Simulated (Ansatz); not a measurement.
# AlNi (Pm-3m) in Ansatz: a series of runs, part 3 of 3

Ansatz 0.2.0. The steps go on from the part before.

## Step 5: Elastic constants, LDA, collinear spin, ferromagnetic start

Input file input.yaml:

```yaml
crystal:
  lattice:
    - [2.881, 0.0, 0.0]
    - [0.0, 2.881, 0.0]
    - [0.0, 0.0, 2.881]
  atoms:
    - { symbol: Ni, position: [0.5, 0.5, 0.5], spin: 1.0 }
    - { symbol: Al, position: [0.0, 0.0, 0.0] }
kpoints:
  mp_grid: { grid: [7, 7, 7] }
scf:
  occupations: { method: fermi_dirac, width: 0.05 }
hamiltonian:
  xc: lda
  pseudopotentials: { kind: all_electron, lapw: { basis_error: 0.001 } }
magnetization:
  spin_polarized: true
output:
  forces: true
  stress: true
elastic:
  mode: relaxed_ion
  stencil: two_point
```

Potentials or basis: all-electron LAPW, scalar-relativistic.

Launch:

```
ansatz run input.yaml --threads 2 --pin off --max-ram 6144MiB --backend cpu --events-out ev --progress --plain --runs-dir out
```

The log of the run:

```text
Warning: RAYON_NUM_THREADS=2 ignored (pool sized by the plan → 2); use --threads N
LAPW: plane waves up to 8.516 Å⁻¹, error target 1.0e-3 eV per atom; small_component_spin mean_spin; Al in spheres of 1.113 Å, 11 of its electrons in bands, Dirac shells []; Ni in spheres of 1.308 Å, 18 of its electrons in bands, Dirac shells [] (how accurate: hamiltonian.pseudopotentials.lapw.basis_error, Limitations)
Engine: ansatz 0.2.0, aarch64-unknown-linux-gnu
Pseudopotentials: kind: all_electron
Pseudopotential: Ni, LAPW, valence charge 18, lapw/all_electron/scalar/gaussian/Ni, Koelling and Harmon's equation, gaussian nucleus
Pseudopotential: Al, LAPW, valence charge 11, lapw/all_electron/scalar/gaussian/Al, Koelling and Harmon's equation, gaussian nucleus
Functional definition: SPW92
  exchange = slater_x
  correlation = pw_c
Crystal: 2 atoms, lattice volume = 23.913 Å³
Basis set: ecut = 276.3094988641759 eV, 251 PW (Γ), exchange–correlation at level 2
Bands: 19, of which v1, the nominal top of the filled ones, is band 15 counted from 1 (14 counted from 0)
Symmetry: 48 space group operations
Space group: Pm-3m (ITA 221), of the structure as read, at distance tolerance 2.9e-5 Å
Magnetic group: BNS 221.92 (UNI 1594), of the structure as read, at distance tolerance 2.9e-5 Å
k-points: 20 of 343
Non-local potential: Ni, projectors of the file, none
Non-local potential: Al, projectors of the file, none
Initial density: superposition of atomic densities (chi_scale 0.1, normalization cell)
Starting moments: Σ|m| = 1 μB on 1 of 2 sites
Initial wavefunctions: plane waves of lowest kinetic energy (no species holds an atomic orbital)
Functional: x = slater, c = lda
SCF 1 converged in 11 iterations: F = -47900.981130 eV  dr2 = 1.91e-13
Initial density: read from a saved state, or passed on in memory by an earlier SCF of this step, an earlier step, the calling program or the single point that the run made first
Stability of the state it starts from, as read at its close in the collinear treatment: not read negative (Ritz values of 1 − χ₀K, real part plus size of imaginary part, from 0.70 to 0.81, by its mixing steps under the symmetry group of the SCF that read it); its run was given moments
iter 1 solved again at ethr=6.51e-9 eV; its pass at ethr=1.00e-1 eV (dr2=1.89e-6 eV) is discarded
SCF iter   1: F=—  HF=-47900.981130 eV  |F-HF|=—  |Δ(HF+E_count)|=         —  Δρ=2.23e-8 (↑2.23e-8 ↓2.23e-8)  dr2=2.98e-13  dr2_m=0.00e0  M=0.000 μB ∫|m|=0.000 μB  β_m=0.30  ethr=6.51e-9  ⟨swp⟩=6.0  Hψ=3746  notcnv=0
eigensolver tolerance schedule: the retry pair's looser diagonalisation over-reported the residual by 6339289.31 of it (diagonalisation noise at 0.70 of the residual, at the tolerance the schedule requests for it); recorded, not acted on — ethr = c·dr2/N_el stays at c = 1.0e-1
preconditioner: auto → none  [metal: Δε(μ)=0.105 eV  Ē_g=9.658 eV  σ=0.050 eV  W_gap=0.47  n_scr=6 (ndim 8)  ℏωp=27.4 eV  f_vac=0.000  D(μ)=0.81/eV (n_scr^D=6)]
SCF iter   2: F=—  HF=-47900.981130 eV  |F-HF|=—  |Δ(HF+E_count)|=   2.18e-9  Δρ=1.87e-8 (↑1.87e-8 ↓1.87e-8)  dr2=4.84e-13  dr2_m=0.00e0  M=0.000 μB ∫|m|=0.000 μB  β_m=0.30  ethr=1.51e-12 (applied; sched 1.00e-12)  ⟨swp⟩=4.0  Hψ=1383  notcnv=0
SCF iter   3: F=—  HF=-47900.981130 eV  |F-HF|=—  |Δ(HF+E_count)|=  7.28e-12  Δρ=1.06e-8 (↑1.06e-8 ↓1.06e-8)  dr2=7.47e-14  dr2_m=0.00e0  M=0.000 μB ∫|m|=0.000 μB  β_m=0.22  ethr=1.01e-12 (applied; sched 1.00e-12)  ⟨swp⟩=2.0  Hψ=1013  notcnv=0
SCF iter   4: F=—  HF=-47900.981130 eV  |F-HF|=—  |Δ(HF+E_count)|=    0.00e0  Δρ=7.68e-9 (↑7.68e-9 ↓7.68e-9)  dr2=3.43e-14  dr2_m=0.00e0  M=0.000 μB ∫|m|=0.000 μB  β_m=0.60  ethr=1.01e-12 (applied; sched 1.00e-12)  ⟨swp⟩=2.0  Hψ=1013  notcnv=0
SCF iter   5: F=—  HF=-47900.981130 eV  |F-HF|=—  |Δ(HF+E_count)|=  1.46e-11  Δρ=2.90e-9 (↑2.90e-9 ↓2.90e-9)  dr2=3.54e-15  dr2_m=0.00e0  M=0.000 μB ∫|m|=0.000 μB  β_m=0.66  ethr=1.01e-12 (applied; sched 1.00e-12)  ⟨swp⟩=2.0  Hψ=1013  notcnv=0
SCF iter   6: F=-47900.981130 eV  HF=-47900.981130 eV  |F-HF|=1.46e-11  |Δ(HF+E_count)|=  7.28e-12  Δρ=3.02e-9 (↑3.02e-9 ↓3.02e-9)  dr2=3.96e-15  dr2_m=0.00e0  M=0.000 μB ∫|m|=0.000 μB  ethr=1.01e-12 (applied; sched 1.00e-12)  ⟨swp⟩=2.0  Hψ=1013  notcnv=0
SCF 2 converged in 6 iterations: F = -47900.981130 eV  dr2 = 3.96e-15
[... 53 lines left out ...]
SCF 6 converged in 7 iterations: F = -47900.981103 eV  dr2 = 7.21e-15
SCF converged after 6 iterations
Magnetization: 0.0000 μB (14.5000 up, 14.5000 down)
Absolute magnetization: 0.0000 μB (∫|ρ↑−ρ↓|)
Spin contamination: 0.0000 ħ² per cell (⟨S²⟩ above its minimum at these occupations)
Per-site moments (μB) at R_I (Å): [(0.0, 1.3076312663420517), (0.0, 1.1125373102485043)]
Free energy (F): -47900.981130 eV
Harris-Foulkes:  -47900.981130 eV  (|F-HF|=1.46e-11)
Internal energy: -47900.975014 eV  (E = F + TS)
E sigma→0 (E₀):  -47900.978072 eV
Entropy (-TS):   -0.006116 eV (-3.058 meV/atom)
Fermi energy:    15.169454 eV
--- Per-component energies (eV) ---
  E_band       = -780.146474
  E_kinetic    = 48547.582708
  E_xc         = -2147.131409
  E_electrostatic = -94301.426312  (all electrons and nuclei)
  E_smearing   = -0.006116  (= −TS)
  E_closure    = 0.000000  (closes the sum)
  E_atoms      = -47887.135896  (free atoms, spherical and without spin; not in F)
  Σ components = -47900.981130   (vs F -47900.981130, Δ=0.00e0)
  Basis errors (estimates in eV, not in F): energy 2.7e-4 per atom: plane waves 2.6e-4 (1.4e-4 summed), levels above the bands 3.1e-53, relativity 3.4e-9, radial functions 8.1e-6, core shells 2.4e-11; eigenvalues (radial functions only) 8.2e-7; not estimated: angular momenta, meshes, grids; target (lapw.basis_error) 1.0e-3; muffin-tin radii Al 1.113 Å, Ni 1.308 Å
--- Forces (eV/Å), atoms counted from 1 ---
  atom   1  Ni     0.00000000    -0.00000000     0.00000000
  atom   2  Al    -0.00000000     0.00000000     0.00000000
  max |Σ_I F_I| component: 2.07e-30 eV/Å
--- Stress (GPa, compression-positive) ---
       -8.607504      -0.000000       0.000000
       -0.000000      -8.607504       0.000000
        0.000000       0.000000      -8.607504
  P = ⅓ Tr σ = -8.6075 GPa (-86.075 kbar)
--- Band table (eV; the first three rows and the last of 40) ---
  k-point 0 ↑: bands = ["-87.4487", "-87.0681", "-49.2655", "-49.2655", "-49.2655", "-48.2799", "-48.2799", "-48.2799", "3.8867", "11.7767", "11.7767", "13.4766", "13.4766", "13.4766", "20.4410", "20.4410", "20.4410", "23.2361", "23.2361"]
  k-point 1 ↑: bands = ["-87.4483", "-87.0681", "-49.2673", "-49.2650", "-49.2650", "-48.2847", "-48.2799", "-48.2799", "4.2615", "11.7264", "11.8610", "13.3228", "13.3228", "13.4934", "17.9180", "20.9278", "20.9278", "23.2540", "25.2906"]
  k-point 2 ↑: bands = ["-87.4473", "-87.0680", "-49.2713", "-49.2638", "-49.2638", "-48.2956", "-48.2800", "-48.2800", "5.3626", "11.1296", "12.0580", "13.0136", "13.0136", "13.5315", "15.3337", "22.2450", "22.2450", "23.3015", "26.9797"]
  k-point 19 ↓: bands = ["-87.4436", "-87.0664", "-49.2731", "-49.2727", "-49.2727", "-48.3001", "-48.3001", "-48.2997", "10.6324", "11.0264", "11.0264", "13.8168", "13.8168", "15.2431", "16.9680", "16.9680", "18.5516", "20.1514", "20.1514"]
--- Elastic constants: 2 strain directions × 2 members + reference (group order 48) ---
  dense FFT box of the reference and of every strained cell: 16×16×16
  strains applied: 11, 23; error gains: componentwise 1.00 (the most a stress slope's error grows in a printed constant), spectral 1.73 (1 for all six strains in a standard setting)
  C = ∂σ_k/∂η_j (tension-positive GPa; Voigt order 11 22 33 23 13 12):
       213.972    113.644    113.644     -0.000     -0.000     -0.000
       113.644    213.972    113.644     -0.000     -0.000     -0.000
       113.644    113.644    213.972     -0.000     -0.000     -0.000
         0.000     -0.000     -0.000     95.860      0.000      0.000
         0.000      0.000     -0.000     -0.000     95.860      0.000
         0.000     -0.000      0.000      0.000      0.000     95.860
  reference stress σ⁰ (GPa):      8.608      8.608      8.608      0.000      0.000      0.000
  no Pulay correction (none for the plane-wave cutoff is built on LAPW): the batch's stresses and constants are at fixed plane waves
  C* (energy form; C + prestress term) asymmetry max|C*_kj − C*_jk| = 1.421e-14 GPa — a small one proves nothing (zero by symmetry where the batch's group is 432, −43m or m−3m); a large one is finite-difference/SCF noise where every solve meets its electron count
  moduli (Voigt/Reuss/Hill, GPa): K = 147.09/147.09/147.09   G = 77.58/70.26/73.92   E = 189.94   ν = 0.285
  mechanically stable: yes (min eigenvalue of sym C = 95.86 GPa)
  where every solve meets its electron count the energy-path curvature estimates C_jj along a normal strain and C_jj − ¼(σ⁰_aa + σ⁰_bb) along a shear (ab), closely only under elastic.basis: deformed
  strain η (Voigt 11):  stress-route row diagonal C_11 = 213.97 GPa, energy-path curvature d²(F+E_count)/dδ²/Ω₀ = 214.00 GPa
         δ    σ_11 (GPa)             F (eV)   n_scf  n_hpsi   n_pw
    -2.000e-3       8.1755      -47900.9836349       7   21626    262   relax 0 steps, max|allowed force component| 9.86e-32 eV/Å
     2.000e-3       9.0314      -47900.9784970       7   21418    262   relax 0 steps, max|allowed force component| 2.96e-31 eV/Å
  strain η (Voigt 23):  stress-route row diagonal C_44 = 95.86 GPa, energy-path curvature d²(F+E_count)/dδ²/Ω₀ = 91.56 GPa
         δ    σ_23 (GPa)             F (eV)   n_scf  n_hpsi   n_pw
    -2.000e-3      -0.1917      -47900.9811025       7   34347    262   relax 0 steps, max|allowed force component| 9.86e-32 eV/Å
     2.000e-3       0.1917      -47900.9811025       7   34398    262   relax 0 steps, max|allowed force component| 3.94e-31 eV/Å
```

elastic_members.tsv:

```text
[... 13 lines left out ...]
3	2.0000000000e-3	8.6067230026e0	8.6073451848e0	8.6073451848e0	1.9171994350e-1	6.9483335492e-17	9.7276669688e-16	-4.7900981103e4	-4.7900978046e4	7	34398	262	0	3.9443045261e-31	0.0000000000e0	nan	nan	nan	nan	nan	nan	nan	0.0000000000e0
```

It took 27 s on 2 threads of Arm Neoverse V1, shared host; peak memory 0.45 GiB.

What came out:

* Free energy: -47900.9811 eV
* Pressure: -8.6 GPa
* Band gap on the k mesh: none (metal or under the smearing width)
* Net moment: 0.00 μB per cell
* Absolute moment: 0.00 μB per cell
* Elastic constants C11, C12, C44: 214, 114, 96 GPa
* Voigt bulk modulus: 147 GPa

Elastic tensor in Voigt notation (GPa, in the Cartesian axes of the cell as first typed):
```
214 114 114   0   0   0
114 214 114   0   0   0
114 114 214   0   0   0
  0   0   0  96   0   0
  0   0   0   0  96   0
  0   0   0   0   0  96
```

Caveat: the k mesh is thin for a metal, which can move the energy by tens of meV per atom; a metal's response needs a denser mesh; the cell is more than 3 GPa from zero pressure, which shifts response properties; the program listed the state as in doubt; elastic constants of metals need much finer meshes, so these are rough.

## Step 6: The runs side by side

```tsv
task	level	U	k mesh	cutoff (eV)	smearing	gap on the mesh (eV)	pressure (GPa)	moment (μB)
band structure	PBE	-	9 × 9 × 9	255	fermi-dirac 0.05 eV	-	1.9	0.00
phonons	PBE	-	7 × 7 × 7	276	fermi-dirac 0.05 eV	none	-	0.00
band structure	PBEsol+U	Ni d U = 7 eV	9 × 9 × 9	255	methfessel-paxton 0.2 eV	-	-4.6	0.00
elastic constants	LDA	-	7 × 7 × 7	276	fermi-dirac 0.05 eV	none	-8.6	0.00
```

Alike in all rows: potentials or basis all-electron LAPW, scalar-relativistic; spin collinear, ferromagnetic start; cell as given; basis error allowed 0.001 eV/atom.

The pressure there spans -8.6 GPa (LDA) to 1.9 GPa (PBE); a positive pressure means that this level wants a larger cell, a negative one a smaller.

Caveats: the starting moments weren't kept (some runs); the k mesh is thin for a metal, which can move the energy by tens of meV per atom (some runs); a metal's response needs a denser mesh (some runs); the program listed the state as in doubt (some runs); the magnetic state may not be the lowest (some runs); U is the effective U less J, on atomic orbitals that reach past the spheres (some runs); the U is typed as a test and isn't derived for this compound (some runs).

Compare energies only between runs with the same functional and basis.
